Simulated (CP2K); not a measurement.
# HfC in CP2K: the effect of dispersion

The system is HfC.

```
Hf C
1.0
     3.28805    0.00000    0.00000
     1.64402    2.84753    0.00000
     1.64402    0.94918    2.68468
Hf C
1 1
Direct
  0.50000 0.50000 0.50000
  0.00000 0.00000 0.00000
```

Alike in all runs:

- Program: CP2K 2026.2
- Task: single point
- Functional: PBEsol
- Potentials or basis: POTENTIAL_UZH Hf GTH-PBE-q12, C GTH-PBE-q4; TZVP-MOLOPT-PBE-GTH basis
- Density cutoff: 6123 eV
- k mesh: 10 × 10 × 10
- Occupations: fermi-dirac, width 0.05 eV
- Spin: no spin polarisation

```csv
dispersion,pressure (GPa)
none,-6.5
D3,?
D3(BJ),-11.2
D4,-8.4
rVV10,-6.9
D3(BJ)+ATM,-10.7
```

What does the run with dispersion D3 give?

Pressure -9.8 GPa.

Caveats: the potentials were made for another functional, which shifts forces and pressure; the basis of atomic orbitals isn't converged, which shifts pressures, moduli and gaps; pairwise dispersion overbinds metals, which lowers pressure and volume (some runs).

Runs at the PBE level aren't shown here.
